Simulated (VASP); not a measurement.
**I under changes of volume**

One of the cells (43.483 Å³/atom); the others are scaled copies at fixed shape and fractional positions:

```xyz
4
Lattice="3.6591 -2.4109 0.0000 3.6591 2.4109 0.0000 0.0000 0.0000 9.8583" Properties=species:S:1:pos:R:3 pbc="T T T"
I     3.6591   -0.7199    3.7895
I     3.6591    1.6910    1.1396
I     3.6591    0.7199    6.0688
I     3.6591   -1.6910    8.7187
```

```yaml
Program: VASP 6.6.1
Functional: PBEsol
Potentials_or_basis: VASP PAW PBE potentials, release 64 (I)
Cutoff: 520 eV
k_mesh: 7 × 7 × 3
Occupations: fermi-dirac, width 0.05 eV
Spin: no spin polarisation
```

```tsv
volume (Å³/atom)	energy over the lowest point (meV/atom)	pressure (GPa)	gap on the mesh (eV)	largest force (eV/Å)
40.073	?	?	?	?
40.926	5.92	1.2	1.37	1.152
41.778	1.06	0.6	1.33	0.950
43.483	0.00	-0.4	1.24	0.594
44.336	3.15	-0.8	1.20	0.438
45.189	8.38	-1.2	1.16	0.300
```

Problem. What does the run at 40.073 Å³/atom give?

Solution. Energy over the lowest point 14.18 meV/atom; pressure 1.9 GPa; gap on the mesh 1.41 eV; largest force 1.369 eV/Å.

Worked out: A Birch-Murnaghan fit of order 3 (a polynomial in V^(-2/3)) to the other rows has its minimum at 42.78 Å³/atom with B0 = V·E''(V) = 24 GPa and B' = 5.2 at fixed shape and positions, which overstates the stiffness. It gives 14.19 meV/atom at 40.073 Å³/atom, against the run's 14.18, and -dE/dV = 1.9 GPa, against 1.9. A straight line through the other rows of the gap, of slope -2.14 eV per unit of ln V, extrapolates to 1.42 eV, against the run's 1.41.

Energies are extrapolated to zero smearing.

Caveats: the PAW data sets were made with another functional, which shifts forces and pressure a little; spin-orbit coupling is left out, which moves the levels of the heavy elements; an odd mesh through Γ misses points on the zone boundary, where band edges often lie.
